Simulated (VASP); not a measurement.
Here is a VASP 6.6.1 calculation.

The input POSCAR:

```
CdTe
1.0
    0.0000000000      3.2476700000      3.2476700000
    3.2476700000      0.0000000000      3.2476700000
    3.2476700000      3.2476700000      0.0000000000
Cd Te
1 1
Direct
    0.0000000000      0.0000000000      0.0000000000
    0.7500000000      0.7500000000      0.7500000000
```

File INCAR.step1:

```
SYSTEM = CdTe
  ALGO = Normal
  EDIFF = 1E-7
  ENCUT = 520
  GGA = PS
  ISIF = 2
  ISMEAR = 0
  LASPH = .TRUE.
  LCHARG = .TRUE.
  LREAL = .FALSE.
  LWAVE = .FALSE.
  NELM = 100
  PREC = Accurate
  SIGMA = 0.02
```

File KPOINTS.step1:

```
k-points
0
G
  10 10 10
  0 0 0
```

File INCAR.step2:

```
SYSTEM = CdTe
  ALGO = Normal
  EDIFF = 1E-7
  ENCUT = 520
  GGA = PS
  ICHARG = 11
  ISIF = 2
  ISMEAR = 0
  LASPH = .TRUE.
  LCHARG = .FALSE.
  LREAL = .FALSE.
  LWAVE = .FALSE.
  NELM = 100
  PREC = Accurate
  SIGMA = 0.05
```

The input KPOINTS.step2:

```
path GXWKGLUWLK,UX
20
line-mode
reciprocal
 0.0000000000  0.0000000000  0.0000000000  G
 0.5000000000  0.0000000000  0.5000000000  X

 0.5000000000  0.0000000000  0.5000000000  X
 0.5000000000  0.2500000000  0.7500000000  W

 0.5000000000  0.2500000000  0.7500000000  W
 0.3750000000  0.3750000000  0.7500000000  K

 0.3750000000  0.3750000000  0.7500000000  K
 0.0000000000  0.0000000000  0.0000000000  G

 0.0000000000  0.0000000000  0.0000000000  G
 0.5000000000  0.5000000000  0.5000000000  L

 0.5000000000  0.5000000000  0.5000000000  L
 0.6250000000  0.2500000000  0.6250000000  U

 0.6250000000  0.2500000000  0.6250000000  U
 0.5000000000  0.2500000000  0.7500000000  W

 0.5000000000  0.2500000000  0.7500000000  W
 0.5000000000  0.5000000000  0.5000000000  L

 0.5000000000  0.5000000000  0.5000000000  L
 0.3750000000  0.3750000000  0.7500000000  K

 0.6250000000  0.2500000000  0.6250000000  U
 0.5000000000  0.0000000000  0.5000000000  X
```

Potentials or basis: VASP PAW PBE potentials, release 64 (Cd, Te).

Run with:

```console
$ cat potpaw_PBE.64/Cd/POTCAR potpaw_PBE.64/Te/POTCAR > POTCAR
$ cp INCAR.step1 INCAR
$ cp KPOINTS.step1 KPOINTS
$ mpirun -np 1 vasp_std > vasp.out
$ cp INCAR.step2 INCAR
$ cp KPOINTS.step2 KPOINTS
$ mpirun -np 1 vasp_std > vasp.out
```

Q: Predict the band gap along the path.

A: 0.64 eV, direct.

Q: Estimate the band gap on the k mesh.

A: 0.64 eV, direct.

Levels at the corners of the path, in eV from the valence-band top:
| point | band 6 | band 7 | band 8 | band 9 | band 10 | band 11 | band 12 | band 13 |
| --- | --- | --- | --- | --- | --- | --- | --- | --- |
| Γ | -7.97 | 0.00 | 0.00 | 0.00 | 0.64 | 4.55 | 4.55 | 4.55 |
| X | -7.50 | -4.32 | -1.86 | -1.86 | 2.51 | 2.60 | 8.69 | 9.04 |
| X | -7.50 | -4.32 | -1.86 | -1.86 | 2.51 | 2.60 | 8.70 | 9.04 |
| W | -7.42 | -4.19 | -2.33 | -2.20 | 4.20 | 4.59 | 5.47 | 6.20 |
| W | -7.42 | -4.19 | -2.33 | -2.20 | 4.20 | 4.59 | 5.47 | 6.20 |
| K | -7.45 | -4.22 | -2.56 | -1.54 | 2.81 | 4.44 | 7.23 | 7.40 |
| K | -7.45 | -4.22 | -2.56 | -1.54 | 2.81 | 4.44 | 7.23 | 7.40 |
| Γ | -7.97 | 0.00 | 0.00 | 0.00 | 0.64 | 4.55 | 4.55 | 4.55 |
| Γ | -7.97 | 0.00 | 0.00 | 0.00 | 0.64 | 4.55 | 4.55 | 4.55 |
| L | -7.63 | -4.44 | -0.77 | -0.77 | 1.73 | 5.13 | 5.13 | 6.93 |
| L | -7.63 | -4.44 | -0.77 | -0.77 | 1.73 | 5.13 | 5.13 | 6.93 |
| U | -7.45 | -4.22 | -2.56 | -1.54 | 2.81 | 4.44 | 7.23 | 7.40 |
| U | -7.45 | -4.22 | -2.56 | -1.54 | 2.81 | 4.44 | 7.23 | 7.40 |
| W | -7.42 | -4.19 | -2.33 | -2.20 | 4.20 | 4.59 | 5.47 | 6.20 |
| W | -7.42 | -4.19 | -2.33 | -2.20 | 4.20 | 4.59 | 5.47 | 6.20 |
| L | -7.63 | -4.44 | -0.77 | -0.77 | 1.73 | 5.13 | 5.13 | 6.93 |
| L | -7.63 | -4.44 | -0.77 | -0.77 | 1.73 | 5.13 | 5.13 | 6.93 |
| K | -7.45 | -4.22 | -2.56 | -1.54 | 2.81 | 4.44 | 7.23 | 7.40 |
| U | -7.45 | -4.22 | -2.56 | -1.54 | 2.81 | 4.44 | 7.23 | 7.40 |
| X | -7.50 | -4.32 | -1.86 | -1.86 | 2.51 | 2.60 | 8.69 | 9.04 |

Caveat: the log is that of the step along the path at fixed density, whose energy, stress, charges and moments have no meaning; spin-orbit coupling is left out, which moves the levels of the heavy elements.

**The experiment to reproduce.**

A printed reference work, data compilation reports, for a bulk crystal of CdTe at 0 K: band gap 1.607 eV.

Measured gap of CdTe: 1.607 eV (0 K; a printed reference work, data compilation). This calculation gives 0.64 eV (-0.96 eV). Spin-orbit coupling on Cd, Te is left out. The value is that of PBEsol, without temperature or zero-point motion. Semilocal functionals fall short of measured gaps as a rule. The cell is a database's relaxed one, not the measured one, which moves gaps too.
